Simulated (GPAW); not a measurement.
AlN:

```
CELL_PARAMETERS angstrom
0.00000 2.03452 2.03452
2.03452 0.00000 2.03452
2.03452 2.03452 0.00000
ATOMIC_POSITIONS crystal
Al 0.50000 0.50000 0.50000
N 0.00000 0.00000 0.00000
```

Measurements of this composition are mostly on another form, of space group No. 186.

```yaml
Program: GPAW 26.7.0
Task: single point
Functional: PBE
Potentials_or_basis: GPAW PAW data sets (gpaw-data 1.2.1)
Cutoff: 800 eV
Basis: pw
k_mesh: 11 × 11 × 11
Occupations: fermi-dirac, width 0.05 eV
Spin: no spin polarisation
```

On this cell: pressure 1.3 GPa; largest force zero by symmetry; band gap on the k mesh 4.56 eV, indirect (least direct gap 5.40 eV).

The same run follows on a disturbed copy (atoms moved at random, drawn with an rms of 0.05 Å):

```
Al N
1.0
     0.00000    2.03452    2.03452
     2.03452    0.00000    2.03452
     2.03452    2.03452    0.00000
Al N
1 1
Direct
  0.50255 0.50903 0.48633
  0.99239 0.00372 0.00207
```

What changes?

The energy moves by +2.7 meV/atom; pressure 1.5 GPa; largest force 0.274 eV/Å; band gap on the k mesh 4.55 eV, indirect (least direct gap 5.40 eV).

Forces on the atoms (eV/Å):
```
Al   0.146  0.078 -0.218
N   -0.146 -0.078  0.218
```

Stress tensor (GPa, compression positive):
```
 1.49 -0.01  0.02
-0.01  1.30  0.01
 0.02  0.01  1.81
```

Caveats: an odd mesh through Γ misses points on the zone boundary, where band edges often lie.
